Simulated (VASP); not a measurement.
# FeSi2 (Linzhiite): relaxation of cell and atoms with AM05

The system is FeSi2 (Linzhiite).

```xyz
3
Lattice="2.6698 0.0000 0.0000 0.0000 2.6698 0.0000 0.0000 0.0000 5.1080" Properties=species:S:1:pos:R:3 pbc="T T T"
Fe    2.6698    2.6698    5.1080
Si    1.3349    1.3349    1.3901
Si    1.3349    1.3349    3.7179
```

```json
{
  "Program": "VASP 6.6.1",
  "Task": "relaxation of cell and atoms",
  "Functional": "AM05",
  "Potentials or basis": "VASP PAW PBE potentials, release 64 (Fe, Si)",
  "Cutoff": "600 eV",
  "k mesh": "14 × 14 × 8",
  "Occupations": "methfessel-paxton, width 0.1 eV",
  "Spin": "no spin polarisation",
  "Further INCAR settings": "ALGO = Normal; EDIFF = 1e-07; IBRION = 2; EDIFFG = -0.005; NSW = 90; ISIF = 3"
}
```

| Item | Value |
| --- | --- |
| Energy gained by relaxing | 0.0 meV/atom |
| Ionic steps | 2 |
| Pressure after relaxing | 0.0 GPa |
| Largest force after relaxing | 0.005 eV/Å |
| Band gap on the k mesh | none (metal or under the smearing width) |

Forces on the atoms (eV/Å):
```
Fe   0.000  0.000  0.000
Si   0.000  0.000 -0.005
Si   0.000  0.000  0.005
```

Final structure:
```
Fe Si
1.0
     2.67027    0.00000    0.00000
     0.00000    2.67027    0.00000
     0.00000    0.00000    5.10673
Fe Si
1 2
Direct
  0.00000 0.00000 0.00000
  0.50000 0.50000 0.27217
  0.50000 0.50000 0.72783
```

Levels at points of the mesh, in eV from the Fermi level:
```csv
k point,band 6,band 7,band 8,band 9,band 10,band 11
"(0.00, 0.00, 0.00)",-1.51,-1.51,-0.60,4.68,4.68,6.54
"(0.50, 0.00, 0.00)",-3.26,-2.06,-1.09,0.09,1.53,2.29
"(0.50, 0.50, 0.00)",-3.22,-2.32,0.18,0.67,2.59,2.94
"(0.00, 0.00, 0.50)",-1.56,-1.56,-0.60,2.53,5.87,5.87
"(0.50, 0.00, 0.50)",-2.50,-2.06,-1.11,0.62,2.41,4.86
"(0.50, 0.50, 0.50)",-3.29,-1.84,0.18,0.34,0.34,1.06
```

It took 52 s on 1 thread of Intel(R) Xeon(R) 6975P-C (Granite Rapids), on a shared host, peak memory 0.24 GiB.

Caveat: the PAW data sets were made with another functional, which shifts forces and pressure a little. Spin polarisation is off, so any magnetic state and its effect on volume and gap are missing.
